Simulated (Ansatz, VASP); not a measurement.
**Sn: VASP beside Ansatz**

INCAR

```
PREC = Accurate ; ENCUT = 520
EDIFF = 1E-6 ; ISMEAR = 0
SIGMA = 0.15 ; LREAL = F
LASPH = T ; NELM = 100
ALGO = Fast ; ISIF = 2
LWAVE = F ; LCHARG = F
NBANDS = 13
```

KPOINTS

```
Automatic mesh
0
Gamma
  18 18 18
```

Contents of POSCAR:

```
Sn
1.0
   -1.9514913738      1.9514913738      1.8378122646
    1.9514913738     -1.9514913738      1.8378122646
    1.9514913738      1.9514913738     -1.8378122646
Sn
1
Direct
    0.0000000000      0.0000000000      0.0000000000
```

Input for Ansatz:

```yaml
crystal:
  lattice:
    - [-1.9514913738, 1.9514913738, 1.8378122646]
    - [1.9514913738, -1.9514913738, 1.8378122646]
    - [1.9514913738, 1.9514913738, -1.8378122646]
  atoms:
    - { symbol: Sn, position: [0.0, 0.0, 0.0] }
basis:
  ecutwfc: 420
kpoints:
  mp_grid: { grid: [18, 18, 18] }
hamiltonian:
  xc: lda
scf:
  occupations: { method: gaussian, width: 0.15 }
output:
  forces: true
  stress: true
  eigenvalues: true
```

Change from the starting cell: strain +0.030 along x and y, -0.030 along z, atoms carried along.

Alike in both runs: task single point; functional LDA; k mesh 18 × 18 × 18; occupations gaussian, width 0.15 eV; no spin polarisation.

```csv
,VASP,Ansatz
version,VASP 6.6.1,Ansatz 0.2.0
potentials or method,"VASP PAW LDA potentials, release 64 (Sn_d)","scalar-relativistic, plane waves, PAW"
plane-wave cutoff (eV),520,420
valence electrons in the cell,14,14
```

```tsv
	VASP	Ansatz	Ansatz less VASP
gap on the k mesh at the Fermi level (eV)	none	none	-
pressure (GPa)	-4.4	-4.4	-0.03
largest component of the traceless stress (GPa)	0.57	0.57	+0.006
```

A gap of «none» marks a metal or a gap that the smearing closes.
